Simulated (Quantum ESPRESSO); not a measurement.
A run of Quantum ESPRESSO 7.5 is set up as follows.

pw.in

```
&CONTROL
  calculation = 'scf'
  prefix = 'pwscf'
  outdir = './tmp'
  pseudo_dir = './pseudo'
  tprnfor = .true.
  tstress = .true.
  disk_io = 'low'
/
&SYSTEM
  ibrav = 0
  nat = 2
  ntyp = 2
  ecutwfc = 64
  ecutrho = 782
  nbnd = 21
  occupations = 'smearing'
  smearing = 'fd'
  degauss = 0.00367493
  nspin = 2
  starting_magnetization(1) = 0.1875
  starting_magnetization(2) = 0
/
&ELECTRONS
  conv_thr = 4d-10
  electron_maxstep = 120
  mixing_beta = 0.3
/
ATOMIC_SPECIES
Fe    55.8450 Fe.pbe-spn-kjpaw_psl.0.2.1.UPF
O     15.9990 O.pbe-n-kjpaw_psl.0.1.UPF
CELL_PARAMETERS angstrom
   0.0000000000    2.1554000000    2.1554000000
   2.1554000000    0.0000000000    2.1554000000
   2.1554000000    2.1554000000    0.0000000000
ATOMIC_POSITIONS crystal
Fe     0.0000000000    0.0000000000    0.0000000000
O      0.5000000000    0.5000000000    0.5000000000
K_POINTS automatic
11 11 11 0 0 0
```

The input bands.in:

```
&CONTROL
  calculation = 'bands'
  prefix = 'pwscf'
  outdir = './tmp'
  pseudo_dir = './pseudo'
  disk_io = 'low'
  verbosity = 'high'
/
&SYSTEM
  ibrav = 0
  nat = 2
  ntyp = 2
  ecutwfc = 64
  ecutrho = 782
  nbnd = 21
  occupations = 'smearing'
  smearing = 'fd'
  degauss = 0.00367493
  nspin = 2
  starting_magnetization(1) = 0.1875
  starting_magnetization(2) = 0
/
&ELECTRONS
  conv_thr = 1d-08
  electron_maxstep = 120
  mixing_beta = 0.3
  diago_full_acc = .true.
/
ATOMIC_SPECIES
Fe    55.8450 Fe.pbe-spn-kjpaw_psl.0.2.1.UPF
O     15.9990 O.pbe-n-kjpaw_psl.0.1.UPF
CELL_PARAMETERS angstrom
   0.0000000000    2.1554000000    2.1554000000
   2.1554000000    0.0000000000    2.1554000000
   2.1554000000    2.1554000000    0.0000000000
ATOMIC_POSITIONS crystal
Fe     0.0000000000    0.0000000000    0.0000000000
O      0.5000000000    0.5000000000    0.5000000000
K_POINTS crystal
60
 0.0000000000  0.0000000000  0.0000000000 1
 0.0625000000  0.0000000000  0.0625000000 1
 0.1250000000  0.0000000000  0.1250000000 1
 0.1875000000  0.0000000000  0.1875000000 1
 0.2500000000  0.0000000000  0.2500000000 1
 0.3125000000  0.0000000000  0.3125000000 1
 0.3750000000  0.0000000000  0.3750000000 1
 0.4375000000  0.0000000000  0.4375000000 1
 0.5000000000  0.0000000000  0.5000000000 1
 0.5000000000  0.0625000000  0.5625000000 1
 0.5000000000  0.1250000000  0.6250000000 1
 0.5000000000  0.1875000000  0.6875000000 1
 0.5000000000  0.2500000000  0.7500000000 1
 0.4375000000  0.3125000000  0.7500000000 1
 0.3750000000  0.3750000000  0.7500000000 1
 0.3375000000  0.3375000000  0.6750000000 1
 0.3000000000  0.3000000000  0.6000000000 1
 0.2625000000  0.2625000000  0.5250000000 1
 0.2250000000  0.2250000000  0.4500000000 1
 0.1875000000  0.1875000000  0.3750000000 1
 0.1500000000  0.1500000000  0.3000000000 1
 0.1125000000  0.1125000000  0.2250000000 1
 0.0750000000  0.0750000000  0.1500000000 1
 0.0375000000  0.0375000000  0.0750000000 1
 0.0000000000  0.0000000000  0.0000000000 1
 0.0625000000  0.0625000000  0.0625000000 1
 0.1250000000  0.1250000000  0.1250000000 1
 0.1875000000  0.1875000000  0.1875000000 1
 0.2500000000  0.2500000000  0.2500000000 1
 0.3125000000  0.3125000000  0.3125000000 1
 0.3750000000  0.3750000000  0.3750000000 1
 0.4375000000  0.4375000000  0.4375000000 1
 0.5000000000  0.5000000000  0.5000000000 1
 0.5250000000  0.4500000000  0.5250000000 1
 0.5500000000  0.4000000000  0.5500000000 1
 0.5750000000  0.3500000000  0.5750000000 1
 0.6000000000  0.3000000000  0.6000000000 1
 0.6250000000  0.2500000000  0.6250000000 1
 0.5833333333  0.2500000000  0.6666666667 1
 0.5416666667  0.2500000000  0.7083333333 1
 0.5000000000  0.2500000000  0.7500000000 1
 0.5000000000  0.2857142857  0.7142857143 1
 0.5000000000  0.3214285714  0.6785714286 1
 0.5000000000  0.3571428571  0.6428571429 1
 0.5000000000  0.3928571429  0.6071428571 1
 0.5000000000  0.4285714286  0.5714285714 1
 0.5000000000  0.4642857143  0.5357142857 1
 0.5000000000  0.5000000000  0.5000000000 1
 0.4821428571  0.4821428571  0.5357142857 1
 0.4642857143  0.4642857143  0.5714285714 1
 0.4464285714  0.4464285714  0.6071428571 1
 0.4285714286  0.4285714286  0.6428571429 1
 0.4107142857  0.4107142857  0.6785714286 1
 0.3928571429  0.3928571429  0.7142857143 1
 0.3750000000  0.3750000000  0.7500000000 1
 0.6250000000  0.2500000000  0.6250000000 1
 0.5937500000  0.1875000000  0.5937500000 1
 0.5625000000  0.1250000000  0.5625000000 1
 0.5312500000  0.0625000000  0.5312500000 1
 0.5000000000  0.0000000000  0.5000000000 1
```

Potentials or basis: SSSP 1.3 efficiency PBE.

The run is started by

```console
$ OMP_NUM_THREADS=1 pw.x -in pw.in > pw.out
$ OMP_NUM_THREADS=1 pw.x -in bands.in > bands.out
```

Problem. What does it give for the absolute moment?

Solution. 4.01 μB per cell.

Problem. What does it give for the pressure?

Solution. -1.2 GPa.

Problem. What does it give for the net moment?

Solution. 4.00 μB per cell.

Levels at the corners of the path, in eV from the Fermi level:
Spin up:
```
point  band 11  band 12  band 13  band 14  band 15  band 16
    Γ    -3.86    -3.68    -3.68     0.01    15.37    16.95
    X    -2.80    -2.78    -2.78     5.21     8.68    10.70
    W    -2.92    -2.78    -1.73     7.38     8.93     8.93
    K    -2.64    -2.47    -1.71     6.72     8.68     8.69
    Γ    -3.86    -3.68    -3.68     0.01    15.37    16.95
    L    -2.49    -0.35    -0.35     4.02     8.40    12.51
    U    -2.64    -2.47    -1.71     6.72     8.68     8.69
    W    -2.92    -2.78    -1.73     7.38     8.93     8.93
    L    -2.49    -0.35    -0.35     4.02     8.40    12.51
    K    -2.64    -2.47    -1.71     6.72     8.68     8.69
    U    -2.64    -2.47    -1.71     6.72     8.68     8.69
    X    -2.80    -2.78    -2.78     5.21     8.68    10.70
```
Spin down:
```csv
point,band 6,band 7,band 8,band 9,band 10,band 11,band 12,band 13
Γ,-3.31,-3.31,-3.31,-0.74,-0.74,-0.74,0.22,0.22
X,-6.94,-4.49,-4.49,-2.14,0.75,0.75,0.77,1.18
W,-6.16,-6.16,-5.59,-0.05,-0.05,0.75,1.09,1.84
K,-6.56,-6.17,-4.90,-0.81,0.57,0.67,1.33,1.79
Γ,-3.31,-3.31,-3.31,-0.74,-0.74,-0.74,0.22,0.22
L,-8.07,-5.20,-5.20,0.40,0.40,0.60,2.81,2.81
U,-6.56,-6.17,-4.90,-0.81,0.57,0.67,1.33,1.79
W,-6.16,-6.16,-5.59,-0.05,-0.05,0.75,1.09,1.84
L,-8.07,-5.20,-5.20,0.40,0.40,0.60,2.81,2.81
K,-6.56,-6.17,-4.90,-0.81,0.57,0.67,1.33,1.79
U,-6.56,-6.17,-4.90,-0.81,0.57,0.67,1.33,1.79
X,-6.94,-4.49,-4.49,-2.14,0.75,0.75,0.77,1.18
```

Caveat: a cell with one magnetic atom can't hold antiferromagnetic order, which such compounds often take; semilocal functionals often make such compounds metallic where correlation or magnetic order opens a gap, which also shifts bond lengths.

The gap isn't set beside the measured one, since this odd mesh misses points on the zone boundary.
